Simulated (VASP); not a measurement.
Here is a VASP 6.6.1 calculation.

Contents of INCAR:

```
SYSTEM = KBr
  PREC = Accurate
  ENCUT = 520
  EDIFF = 1E-6
  ISMEAR = -1
  SIGMA = 0.1
  LREAL = .False.
  LASPH = .True.
  NELM = 60
  ALGO = Normal
  ISIF = 2
  LWAVE = .False.
  LCHARG = .True.
  GGA = CA
  LELF = .True.
  LVHAR = .True.
  NBANDS = 15
```

The input KPOINTS:

```
regular mesh
0
Gamma
  7 7 7
  0 0 0
```

Contents of POSCAR:

```
KBr
1.0
    0.0000000000      3.3240777700      3.3240777700
    3.3240777700      0.0000000000      3.3240777700
    3.3240777700      3.3240777700      0.0000000000
K Br
1 1
Direct
    0.0000000000      0.0000000000      0.0000000000
    0.5000000000      0.5000000000      0.5000000000
```

Potentials or basis: VASP PAW LDA potentials, release 64 (K_sv, Br).

Command:

```sh
$ cat potpaw_LDA.64/K_sv/POTCAR potpaw_LDA.64/Br/POTCAR > POTCAR
$ mpirun -np 1 vasp_std > vasp.out
```

Q: Predict the pressure.

A: -1.8 GPa.

Q: What does it give for the band gap on the k mesh?

A: 3.98 eV, direct.

As with any semilocal functional, this LDA gap is likely too small.
